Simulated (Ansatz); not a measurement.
## Zone-centre modes in Rh

Level of theory: DFT PBEsol, scalar-relativistic, plane waves, PAW in Ansatz 0.2.0. Settings: plane waves to 420 eV, k-mesh 24×24×14 (Γ-centred), Gaussian smearing 0.15 eV. No spin polarisation.

The starting cell (relaxed at this level; this form isn't the usual structure):

```yaml
crystal:
  lattice:
    - [2.68874, 0.00000, 0.00000]
    - [-1.34437, 2.32851, 0.00000]
    - [0.00000, 0.00000, 4.32902]
  atoms:
    - { symbol: Rh, position: [0.66667, 0.33333, 0.75000] }
    - { symbol: Rh, position: [0.33333, 0.66667, 0.25000] }
```

Harmonic modes by finite displacements of 0.02 Å, without the LO–TO term.

Q: At this geometry, is the structure stable against these modes?

A: Yes: no mode is imaginary beyond 10 cm⁻¹, and only the three translations lie near zero.

Q: List the wavenumbers in cm⁻¹.

A: 0, 0, 0, 157, 157, 253.

Cost: 1 run of about 2.1 core-minutes, on Arm Neoverse V2 (shared hosts).